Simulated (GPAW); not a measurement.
**GaN in GPAW: convergence with basis set**

Input of the first run (basis set lcao:sz(dzp)); the others differ in this setting and in those tied to it:

run.py

```python
from ase.dft.bandgap import bandgap
from ase.io import read, write
from gpaw import GPAW

atoms = read('POSCAR')

calc = GPAW(mode='lcao',
            h=0.16,
            basis='sz(dzp)',
            xc='PBE',
            kpts={'size': (11, 11, 11), 'gamma': True},
            occupations={'name': 'fermi-dirac', 'width': 0.05},
            convergence={'density': 1e-05, 'energy': 1e-05},
            maxiter=100,
            txt='gpaw.txt')
atoms.calc = calc
energy = atoms.get_potential_energy()
forces = atoms.get_forces()
calc.write('gs.gpw')
write('result.traj', atoms)
print(f'Energy: {energy:.6f} eV')
print('Forces (eV/A):')
print(forces.round(4))
print('Fermi level:', round(calc.get_fermi_level(), 4), 'eV')
print(f'Gap: {bandgap(calc)[0]:.4f} eV, direct: {bandgap(calc, direct=True)[0]:.4f} eV')
```

File POSCAR:

```
GaN
1.0
    0.0000000000      2.1352350000      2.1352350000
    2.1352350000      0.0000000000      2.1352350000
    2.1352350000      2.1352350000      0.0000000000
Ga N
1 1
Direct
    0.0000000000      0.0000000000      0.0000000000
    0.5000000000      0.5000000000      0.5000000000
```

Potentials or basis: GPAW PAW data sets (gpaw-data 1.2.1), lcao:sz(dzp).

Run with:

```sh
$ OMP_NUM_THREADS=1 python run.py
```

Measurements of this composition are mostly on another form, of space group No. 186.

Hardware: 1 thread of Arm Neoverse V2, with other jobs on the host.

| basis set | energy less the tightest run, at zero smearing (meV/atom) | gap on the mesh (eV) | SCF cycles | CPU time (s) | peak memory (GiB) |
| --- | --- | --- | --- | --- | --- |
| lcao:sz(dzp) | 569.07 | 0.325 | 8 | 50 | 0.15 |
| lcao:szp(dzp) | 464.98 | 0.367 | 8 | 200 | 0.17 |
| lcao:dz(dzp) | 374.65 | 0.624 | 8 | 70 | 0.16 |
| lcao:dzp | 307.85 | 0.467 | 8 | 240 | 0.18 |
| fd | -20.52 | 0.577 | 9 | 18 | 0.22 |
| pw | 0.00 | 0.563 | 10 | 8.8 | 0.15 |

Not settled before the last step: the energy (to 1 meV/atom), the gap on the mesh (to 0.01 eV). The tightest run that finished is the yardstick and may itself not be fully converged.

Caveat, for the tightest run too: an odd mesh through Γ misses points on the zone boundary, where band edges often lie.
